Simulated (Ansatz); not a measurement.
LiCl (R3m) at 2 levels of theory

One geometry, relaxed with PBE; plane waves with PAW potentials in Ansatz, scalar-relativistic. No spin polarisation. Gaps are the least over mesh and band path; pressure is positive in compression.

```cif
data_structure
_symmetry_space_group_name_H-M 'R3m:H'
_symmetry_Int_Tables_number 160
_cell_length_a 10.8037
_cell_length_b 10.8037
_cell_length_c 3.7095
_cell_angle_alpha 90.000
_cell_angle_beta 90.000
_cell_angle_gamma 120.000
_cell_volume 374.96
loop_
_atom_site_label
_atom_site_type_symbol
_atom_site_symmetry_multiplicity
_atom_site_Wyckoff_symbol
_atom_site_fract_x
_atom_site_fract_y
_atom_site_fract_z
_atom_site_occupancy
Li1 Li 9 b 0.20422 0.79578 0.59491 1
Cl1 Cl 9 b 0.78786 0.57572 0.40509 1
```

| level | cutoff (eV) | k mesh | gap (eV) | pressure (GPa) |
| --- | --- | --- | --- | --- |
| PBE | 420 | 6×6×6 | 5.72 | 0.0 |

Question: What comes out on the same cell with r2SCAN?

Answer:
| level | cutoff (eV) | k mesh | gap (eV) | pressure (GPa) |
| --- | --- | --- | --- | --- |
| r2SCAN | 500 | 6×6×6 | 6.37 | -0.6 |

Another cell of LiCl relaxed alike, in P4_2/mnm, lies 36 meV/atom lower, so this cell isn't the stable form at this level.

The cell was found from a structure generator's guess, not taken from experiment.
